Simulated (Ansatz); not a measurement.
Ansatz input

```yaml
crystal:
  lattice:
    - [-1.6647732854, 1.7163036218, 2.5544270648]
    - [1.7163036218, -1.6647732854, 2.5544270648]
    - [1.6220455132, 1.6220455132, -2.5205664448]
  atoms:
    - { symbol: In, position: [0.0, 0.0, 0.0] }
hamiltonian:
  xc: revpbe
  pseudopotentials:
    kind: paw
    azcp:
      In: "pseudopotentials/In.paw.azcp"
basis:
  ecutwfc: 420
  fft_grid_basis: typed
kpoints:
  mp_grid: { grid: [18, 18, 22], shift: [0, 0, 0] }
magnetization:
  spin_polarized: false
scf:
  occupations: { method: fermi_dirac, width: 0.1 }
output:
  stress: true
```

Output

```
Engine: ansatz 0.2.0, aarch64-unknown-linux-gnu
Pseudopotentials: kind: paw
Pseudopotential: In, paw, valence charge 13, recommended cutoff 420 eV (normal) 
Functional definition: revPBE
  parameter kappa = 1.245
  parameter beta = 0.06672455060314922
  exchange = pbe_x(kappa = kappa, mu = beta*pi^2/3)
  correlation = pbe_c(beta = beta)
Crystal: 1 atoms, lattice volume = 28.457 Å³
Basis set: ecut = 420 eV, 557 PW (Γ)
Bands: 11, of which v1, the nominal top of the filled ones, is band 7 counted from 1 (6 counted from 0)
Symmetry: 4 space group operations
Space group: C2/m (ITA 12), of the structure as read, at distance tolerance 3.1e-5 Å
k-points: 1892 of 7128
Non-local potential: In, projectors of the file, l = 0: 2, l = 1: 2, l = 2: 2, l = 3: 2
PAW form: soft (Blöchl's): semilocal exchange-correlation on the pseudo side does not see the compensation charge
PAW frozen core: In, regenerated for the run's functional, and the local potential with it (the file was generated under x = pbe(κ = 0.804, μ = 0.2195149727645171), c = pbe(β = 0.06672455060314922))
PAW one-centre angular grid: In, 590 points (default); XC on 64 Gauss nodes
Initial density: superposition of atomic densities (neutral atoms: chi_scale 0, normalization atom), corrected by the library's trained network
Initial wavefunctions: pseudopotential atomic-orbital guess
Functional: x = revpbe(κ = 1.245, μ = 0.2195149727645171), c = pbe(β = 0.06672455060314922)
SCF iter   1: F=—  HF=-5603.849876 eV  |F-HF|=—  |Δ(HF+E_count)|=         —  Δρ=2.99e-3  dr2=1.26e-3  ethr=1.77e-3  ⟨swp⟩=5.0  Hψ=122323  notcnv=0
SCF iter   2: F=—  HF=-5603.849336 eV  |F-HF|=—  |Δ(HF+E_count)|=   5.40e-4  Δρ=1.25e-3  dr2=2.47e-4  ethr=9.71e-6  ⟨swp⟩=2.1  Hψ=45373  notcnv=0
SCF iter   3: F=—  HF=-5603.849376 eV  |F-HF|=—  |Δ(HF+E_count)|=   3.96e-5  Δρ=4.41e-4  dr2=3.16e-5  ethr=1.90e-6  ⟨swp⟩=1.0  Hψ=20474  notcnv=0
SCF iter   4: F=—  HF=-5603.849372 eV  |F-HF|=—  |Δ(HF+E_count)|=   3.77e-6  Δρ=2.77e-5  dr2=1.17e-7  ethr=2.43e-7  ⟨swp⟩=2.2  Hψ=30793  notcnv=0
iter 5 did not close the SCF: its close was put off for the readings that it lacked (scf_convergence_deferred on its scf_iter line)
SCF iter   5: F=-5603.849373 eV  HF=-5603.849373 eV  |F-HF|=4.30e-8  |Δ(HF+E_count)|=   6.13e-7  Δρ=1.63e-5  dr2=4.31e-8  ethr=8.98e-10  ⟨swp⟩=2.0  Hψ=33226  notcnv=0
SCF iter   6: F=-5603.849373 eV  HF=-5603.849373 eV  |F-HF|=1.46e-9  |Δ(HF+E_count)|=   1.88e-8  Δρ=2.98e-6  dr2=1.17e-9  ethr=3.32e-10  ⟨swp⟩=2.9  Hψ=64798  notcnv=0
SCF 1 converged in 6 iterations: F = -5603.849373 eV  dr2 = 1.17e-9
SCF converged after 6 iterations
Free energy (F): -5603.849373 eV
Harris-Foulkes:  -5603.849373 eV  (|F-HF|=1.46e-9)
Internal energy: -5603.833899 eV  (E = F + TS)
E sigma→0 (E₀):  -5603.841636 eV
Entropy (-TS):   -0.015474 eV (-15.474 meV/atom)
Fermi energy:    9.213934 eV
--- Per-component energies (eV) ---
  E_band       = -36.209341
  E_kinetic    = 240.372088
  E_local      = -1126.306278  (includes V_loc(G=0)·N_el)
  E_nonlocal   = 365.839772
  E_hartree    = 440.856689
  E_xc         = -215.899003
  E_vxc        = -99.033584  (∫ρ·V_xc dr)
  E_paw        = -4157.893693  (= ΣΔE_a)
  E_vpaw       = -298.795964  (= ΣTr[D̂ρ^β])
  E_aug_tail   = 0.000026  (compensation charges beyond the density's cutoff)
  E_ewald      = -1150.851822
  E_core_change = 0.048322  (= ΣΔE_core)
  E_smearing   = -0.015474  (= −TS)
  E_closure    = 0.000000  (closes the sum)
  Σ components = -5603.849373   (vs F -5603.849373, Δ=0.00e0)
--- Stress (GPa, compression-positive) ---
        0.065453       0.049006      -0.119675
        0.049006       0.065453      -0.119675
       -0.119675      -0.119675      -0.128136
  P = ⅓ Tr σ = 0.0009 GPa (0.009 kbar)
```
